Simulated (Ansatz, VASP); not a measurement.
One calculation of GaN, two programs

The input INCAR:

```
SYSTEM = GaN
PREC = Accurate
ENCUT = 520
EDIFF = 1E-6
ISMEAR = 0
SIGMA = 0.01
LREAL = .FALSE.
LASPH = .TRUE.
NELM = 60
ALGO = Normal
ISIF = 2
LWAVE = .FALSE.
LCHARG = .FALSE.
NBANDS = 26
```

The input KPOINTS:

```
Automatic mesh
0
G
  8 8 4
  0 0 0
```

The input POSCAR:

```
GaN
1.0
    3.1675736490      0.0000000000      0.0000000000
   -1.5837868245      2.7431992484      0.0000000000
    0.0000000000      0.0000000000      5.1259197476
Ga N
2 2
Direct
    0.3333333333      0.6666666667     -0.0013369312
    0.6666666667      0.3333333333      0.4986630688
    0.3333333333      0.6666666667      0.3763369312
    0.6666666667      0.3333333333      0.8763369312
```

Input for Ansatz:

```yaml
crystal:
  lattice:
    - [3.16757364902, 0.0, 0.0]
    - [-1.58378682451, 2.74319924841, 0.0]
    - [0.0, 0.0, 5.12591974755]
  atoms:
    - { symbol: Ga, position: [0.333333333333, 0.666666666667, -0.001336931209] }
    - { symbol: Ga, position: [0.666666666667, 0.333333333333, 0.498663068791] }
    - { symbol: "N", position: [0.333333333333, 0.666666666667, 0.376336931209] }
    - { symbol: "N", position: [0.666666666667, 0.333333333333, 0.876336931209] }
kpoints:
  mp_grid: { grid: [8, 8, 4] }
scf:
  occupations: { method: fixed }
  convergence: { dr2_threshold: 1.0e-10 }
hamiltonian:
  xc: lda
  pseudopotentials: { kind: all_electron, lapw: { basis_error: 0.0005 } }
output:
  forces: true
  stress: true
  eigenstates:
    kpoints:
      - [0.0, 0.0, 0.0]
      - [0.0, 0.0, -0.5]
      - [-0.5, 0.0, 0.0]
      - [-0.5, 0.5, 0.0]
      - [0.0, -0.5, 0.0]
      - [-0.5, 0.0, -0.5]
      - [-0.5, 0.5, -0.5]
      - [0.0, -0.5, -0.5]
  eigenvalues: true
```

Change from the starting cell: film at in-plane strain +0.005.

Alike in both runs: task single point; functional LDA; k mesh 8 × 8 × 4; no spin polarisation.

```csv
,VASP,Ansatz
version,VASP 6.6.1,Ansatz 0.2.0
potentials or method,"VASP PAW LDA potentials, release 64 (Ga_d, N)","all-electron LAPW, scalar-relativistic"
plane-wave cutoff (eV),520,see its input
occupations,"gaussian, width 0.01 eV",fixed
```

Ansatz gave:

| Quantity | Value |
| --- | --- |
| gap on the k mesh at the Fermi level (eV) | 2.11 |
| pressure (GPa) | -1.3 |
| largest component of the traceless stress (GPa) | 1.48 |

Question: Estimate VASP's values.

Answer: gap on the k mesh at the Fermi level (eV): 2.12; pressure (GPa): -0.4; largest component of the traceless stress (GPa): 1.49.

Ansatz ran all-electron here, so the differences hold the error of VASP's frozen core and of both bases.
